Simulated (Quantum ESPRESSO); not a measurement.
Set up this calculation in Quantum ESPRESSO 7.5, as the native input.

```yaml
Task: single point
Functional: PBE
Potentials_or_basis: SSSP 1.3 efficiency PBE
Cutoff: 816 eV
Density_cutoff: 6531 eV
k_mesh: 8 × 8 × 8
Occupations: fermi-dirac, width 0.05 eV
Spin: no spin polarisation
Mixing_beta: 0.5
Most_SCF_iterations: 120
SCF_threshold: 4e-10 Ry
```

CdSe:

```
Cd Se
1.0
     0.00000    2.87396    2.87396
     2.87396    0.00000    2.87396
     2.87396    2.87396    0.00000
Cd Se
1 1
Direct
  0.00000 0.00000 0.00000
  0.50000 0.50000 0.50000
```

Measurements of this composition are mostly on another form, of space group No. 186.

These files were run (other wordings do the same):

pw.in

```
&CONTROL
  calculation = 'scf'
  prefix = 'pwscf'
  outdir = './tmp'
  pseudo_dir = './pseudo'
  tprnfor = .true.
  tstress = .true.
  disk_io = 'nowf'
/
&SYSTEM
  ibrav = 0
  nat = 2
  ntyp = 2
  ecutwfc = 60
  ecutrho = 480
  nbnd = 15
  occupations = 'smearing'
  smearing = 'fd'
  degauss = 0.00367493
/
&ELECTRONS
  conv_thr = 4d-10
  electron_maxstep = 120
  mixing_beta = 0.5
/
ATOMIC_SPECIES
Cd   112.4140 Cd.pbe-dn-rrkjus_psl.0.3.1.UPF
Se    78.9710 Se_pbe_v1.uspp.F.UPF
CELL_PARAMETERS angstrom
   0.0000000000    2.8739580000    2.8739580000
   2.8739580000    0.0000000000    2.8739580000
   2.8739580000    2.8739580000    0.0000000000
ATOMIC_POSITIONS crystal
Cd     0.0000000000    0.0000000000    0.0000000000
Se     0.5000000000    0.5000000000    0.5000000000
K_POINTS automatic
8 8 8 0 0 0
```

Potentials or basis: SSSP 1.3 efficiency PBE.

Launch:

```console
$ OMP_NUM_THREADS=1 pw.x -in pw.in > pw.out
```

It gave:

The pressure is -0.3 GPa. The band gap on the k mesh is none (metal or under the smearing width).

It took 24 s on 1 thread of Intel(R) Xeon(R) 6975P-C (Granite Rapids), with other jobs on the host, peak memory 0.26 GiB.
